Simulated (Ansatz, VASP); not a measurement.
One calculation of GaN, two programs

```
CELL_PARAMETERS angstrom
0.00000 2.07118 2.19929
2.07118 0.00000 2.19929
2.07118 2.07118 0.00000
ATOMIC_POSITIONS crystal
Ga 0.00000 0.00000 0.00000
N 0.50000 0.50000 0.50000
```

Change from the starting cell: strain -0.030 along x and y, +0.030 along z, atoms carried along.

Alike in both runs: task single point; functional PBE; k mesh 14 × 14 × 14; occupations gaussian, width 0.05 eV; no spin polarisation.

```csv
,VASP,Ansatz
version,VASP 6.6.1,Ansatz 0.2.0
potentials or method,"VASP PAW PBE potentials, release 64 (Ga_d, N)","scalar-relativistic, plane waves, PAW"
plane-wave cutoff (eV),520,420
valence electrons in the cell,18,18
```

|  | VASP | Ansatz | Ansatz less VASP |
| --- | --- | --- | --- |
| gap on the k mesh at the Fermi level (eV) | 0.37 | 0.38 | +0.011 |
| least direct gap on the mesh (eV) | 2.47 | 2.46 | -0.005 |
| pressure (GPa) | 8.8 | 8.0 | -0.79 |
| largest component of the traceless stress (GPa) | 7.68 | 7.57 | -0.114 |

With one functional, cell and mesh, what is left measures potentials, basis and numerics.
